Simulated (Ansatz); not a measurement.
A field-response calculation (clamped ions) of SiO2 (rutile) with Ansatz 0.2.0, at the level r2SCAN. The geometry is the r2SCAN minimum.

The input:
```yaml
crystal:
  lattice:
    - [4.1851888049, 0.0, 0.0]
    - [0.0, 4.1851888049, 0.0]
    - [0.0, 0.0, 2.6688398925]
  atoms:
    - { symbol: Si, position: [0.0, 0.0, 0.0] }
    - { symbol: Si, position: [0.5, 0.5, 0.5] }
    - { symbol: O, position: [0.3061010091, 0.3061010091, 0.0] }
    - { symbol: O, position: [0.1938989909, 0.8061010091, 0.5] }
    - { symbol: O, position: [0.8061010091, 0.1938989909, 0.5] }
    - { symbol: O, position: [0.6938989909, 0.6938989909, 0.0] }
kpoints:
  mp_grid: { grid: [6, 6, 8] }
hamiltonian:
  xc: r2scan
scf:
  occupations: { method: fixed }
dielectric: {}
```

Command: `ansatz run input.yaml --threads 4 --pin off --max-ram 7372MiB --backend cpu --events-out ev --progress --plain --runs-dir out`.

**Question.** It ran on 4 threads of Intel(R) Xeon(R) Platinum 8259CL CPU @ 2.50GHz (Skylake/Cascade Lake), on a shared host, load about 0.4 per core. About how long did it take, and what peak of host memory did it reach?

**Answer.** About 39 s, with a peak of 1.1 GiB.

**Question.** Predict the output.

**Answer.** The log, with set-up remarks and timings taken out:
```
Functional definition: r2SCAN
  parameter k0 = 0.174
  parameter k1 = 0.065
  parameter a1 = 4.9479
  exchange = r2scan_x(k0 = k0, k1 = k1, a1 = a1)
  correlation = r2scan_c
Crystal: 6 atoms, lattice volume = 46.747 Å³
Basis set: ecut = 500 eV, 1177 PW (Γ)
Bands: 22, of which v1, the nominal top of the filled ones, is band 16 counted from 1 (15 counted from 0)
Symmetry: 16 space group operations
k-points: 104 of 288 (irreducible under 2 space group operations, time reversal used)
SCF iter   1: HF=-3559.039789 eV  Δρ=1.18e-2  dr2=5.86e-2
preconditioner: auto → none  [insulator: Δε(μ)=6.455 eV  ℏωp=30.7 eV]
SCF iter   2: HF=-3559.336140 eV  Δρ=6.40e-3  dr2=7.23e-3
SCF iter   3: HF=-3559.336980 eV  Δρ=1.91e-3  dr2=6.50e-4
SCF iter   4: HF=-3559.337035 eV  Δρ=2.14e-4  dr2=1.16e-5
SCF iter   5: HF=-3559.337034 eV  Δρ=7.88e-5  dr2=2.39e-6
SCF iter   6: HF=-3559.337034 eV  Δρ=1.96e-5  dr2=1.36e-7
SCF iter   7: HF=-3559.337034 eV  Δρ=1.65e-6  dr2=9.30e-10
SCF iter   8: HF=-3559.337034 eV  Δρ=3.71e-7  dr2=4.70e-11
SCF 1 converged in 8 iterations: F = -3559.337034 eV  dr2 = 4.70e-11
SCF 1 converged in 4 iterations: F = -3559.329344 eV  dr2 = 3.57e-10
SCF converged after 8 iterations
Free energy (F): -3559.337034 eV
Fermi energy:    10.117317 eV
--- Dielectric response (ions clamped): 3 representative field directions + reference, inside a basis on a mesh of 288 k-points ---
  ε∞ (high-frequency dielectric tensor):
        3.201305     0.000000     0.000000
        0.000000     3.201305     0.000000
        0.000000     0.000000     3.368159
  Born effective charges Z* (e; rows j = field, columns β = displacement):
    site 0:
         3.83447    0.36139    0.00000
         0.36139    3.83447    0.00000
         0.00000    0.00000    4.07777
    site 1:
         3.83447   -0.36139    0.00000
        -0.36139    3.83447    0.00000
         0.00000    0.00000    4.07777
    site 2:
        -1.91724   -0.57503    0.00000
        -0.57503   -1.91724    0.00000
         0.00000    0.00000   -2.03889
    site 3:
        -1.91724    0.57503    0.00000
         0.57503   -1.91724    0.00000
         0.00000    0.00000   -2.03889
    site 4:
        -1.91724    0.57503    0.00000
         0.57503   -1.91724    0.00000
         0.00000    0.00000   -2.03889
    site 5:
        -1.91724   -0.57503    0.00000
        -0.57503   -1.91724    0.00000
         0.00000    0.00000   -2.03889
  ε∞ is read to err by 9.2e-3, Z* by 1.4e-2 e
```
Only the leading digits can be foreseen; the rest is this run's record.

The electronic dielectric tensor ε∞ is 3.20 along x and y, 3.37 along z. Born charges, averaged over directions: Si +3.92, O -1.96 e.

No spin polarisation and no zero-point or thermal motion.
